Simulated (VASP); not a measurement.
A run of VASP 6.6.1 is set up as follows.

The input INCAR:

```
ALGO = Normal ; EDIFF = 1E-7
EDIFFG = -0.01 ; ENCUT = 600
GGA = PS ; IBRION = 2
ISIF = 2 ; ISMEAR = 0
KPAR = 2 ; LASPH = T
LCHARG = F ; LREAL = F
LWAVE = F ; NELM = 80
NSW = 40 ; PREC = Accurate
SIGMA = 0.03
```

Contents of KPOINTS:

```
k-points
0
Gamma
  4 4 4
```

File POSCAR:

```
Cs2AgBiBr6                              
1.0
    0.0000000000      5.4794225253      5.4794225253
    5.4794225253      0.0000000000      5.4794225253
    5.4794225253      5.4794225253      0.0000000000
  Cs              Ag              Bi              Br            
     2     1     1     6
Direct
     0.2500000000000000    0.2500000000000000    0.2500000000000000
     0.7500000000000000    0.7500000000000000    0.7500000000000000
     0.5000000000000000    0.5000000000000000    0.5000000000000000
     0.0000000000000000    0.0000000000000000    0.0000000000000000
     0.2539881987594086    0.7460118012405914    0.2539881987594086
     0.2539881987594086    0.7460118012405914    0.7460118012405914
     0.7460118012405914    0.2539881987594086    0.7460118012405914
     0.7460118012405914    0.2539881987594086    0.2539881987594086
     0.2539881987594086    0.2539881987594086    0.7460118012405914
     0.7460118012405914    0.7460118012405914    0.2539881987594086
```

Potentials or basis: VASP PAW PBE potentials, release 64 (Cs_sv, Ag, Bi_d, Br).

Run with:

```console
$ cat potpaw_PBE.64/Cs_sv/POTCAR potpaw_PBE.64/Ag/POTCAR potpaw_PBE.64/Bi_d/POTCAR potpaw_PBE.64/Br/POTCAR > POTCAR
$ mpirun -np 2 vasp_std > vasp.out
```

Q: Predict the energy gained by relaxing.

A: 0.7 meV/atom.

Q: Predict the band gap on the k mesh.

A: 0.99 eV, indirect (least direct gap 2.34 eV).

Final structure:
```xyz
10
Lattice="0.0000 5.4794 5.4794 5.4794 0.0000 5.4794 5.4794 5.4794 0.0000" Properties=species:S:1:pos:R:3 pbc="T T T"
Cs    2.7397    2.7397    2.7397
Cs    8.2191    8.2191    8.2191
Ag    5.4794    5.4794    5.4794
Bi    0.0000    0.0000    0.0000
Br    5.4794    2.7975    5.4794
Br    8.1614    5.4794    5.4794
Br    5.4794    8.1614    5.4794
Br    2.7975    5.4794    5.4794
Br    5.4794    5.4794    2.7975
Br    5.4794    5.4794    8.1614
```

Caveat: spin-orbit coupling is left out, which as a rule narrows the gap of such compounds by several tenths of an eV. A k mesh can miss the band edges.
